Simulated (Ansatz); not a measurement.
**TaN: atomic charges with LDA**

The system is TaN.

```
CELL_PARAMETERS angstrom
3.07811 0.00000 0.00000
-1.53906 2.66572 0.00000
0.00000 0.00000 3.02049
ATOMIC_POSITIONS crystal
Ta 0.00000 0.00000 0.50000
N 0.66667 0.33333 0.00000
```

The cell isn't the ideal one: volume scaled by 1.15.

```json
{"Program": "Ansatz 0.2.0", "Task": "atomic charges", "Functional": "LDA", "Potentials or basis": "JTH PAW LDA", "Cutoff": "1350 eV", "Density cutoff": "6750 eV", "k mesh": "10 × 10 × 9", "Occupations": "fermi-dirac, width 0.05 eV", "Spin": "no spin polarisation"}
```

```json
{
  "Pressure": "-45.5 GPa",
  "Band gap on the k mesh": "none (metal or under the smearing width)",
  "Bader charges": "Ta +1.54; N -1.54 e"
}
```

Stress tensor (GPa, compression positive):
```
-43.59   0.00   0.00
  0.00 -43.59   0.00
  0.00   0.00 -49.23
```

Levels at points of the mesh, in eV from the Fermi level:
```csv
k point,band 7,band 8,band 9,band 10,band 11,band 12
"(0.00, 0.00, 0.00)",-3.99,-3.63,-2.72,1.28,2.95,2.95
"(0.00, -0.50, 0.00)",-4.56,-2.96,-2.90,2.38,3.23,4.28
```

It took 25 s on 1 thread of Arm Neoverse V2, on a shared host, peak memory 0.44 GiB.

Spin-orbit coupling is left out, which matters for the levels of Ta.
